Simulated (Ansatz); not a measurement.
Crystal: MnO.

```
Mn O
1.0
     0.00000    2.43651    2.43651
     2.43651    0.00000    2.43651
     2.43651    2.43651    0.00000
Mn O
1 1
Direct
  0.00000 0.00000 0.00000
  0.25000 0.25000 0.25000
```

Measurements of this composition are mostly on another form, of space group No. 225.

| Item | Value |
| --- | --- |
| Program | Ansatz 0.2.0 |
| Task | relaxation of cell and atoms |
| Functional | HSEsol |
| Potentials or basis | Ansatz PAW |
| Cutoff | 420 eV (not typed: the program's choice for these potentials) |
| k mesh | 5 × 5 × 5 |
| Occupations | fermi-dirac, width 0.05 eV |
| Spin | collinear spin, ferromagnetic start |
| Starting moments | [4.0, 0.0] μB |

At the start: volume 14.46 Å³/atom.

Question: Where does the relaxation end?

Answer: It ends after 7 steps and the volume is 13.31 Å³/atom (-8.0 %); space group F-43m (No. 216, to 0.05 Å); moment 5.00 μB per cell.

Step by step:
```
step  energy change (eV)  largest force (eV/Å)  volume (Å³)
   1              0.0000                0.0000        28.93
   2             -0.0675                0.0000        27.30
   3             -0.0755                0.0000        26.59
   4             -0.0754                0.0000        26.67
   5             -0.0699                0.0000        26.67
   6             -0.0701                0.0000        26.63
   7             -0.0701                0.0000        26.63
```

Final structure:
```
Mn O
1.0
     0.00000    2.37013    2.37013
     2.37013    0.00000    2.37013
     2.37013    2.37013    0.00000
Mn O
1 1
Direct
  0.00000 0.00000 0.00000
  0.25000 0.25000 0.25000
```

Caveat: the k mesh is coarse (spacing up to 0.45 Å⁻¹), so the values aren't converged, least of all with exact exchange; the magnetic or orbital state may not be the lowest; the plane-wave basis is chosen anew once the cell has moved, so the energies of steps on either side of that aren't comparable; the pressure holds a Pulay correction of +0.5 GPa for the finite cutoff; a cell with one magnetic atom can't hold antiferromagnetic order, which such compounds often take; the PAW data sets come from PBE, with cores solved anew for the run's functional, which leaves a small shift of forces and pressure.
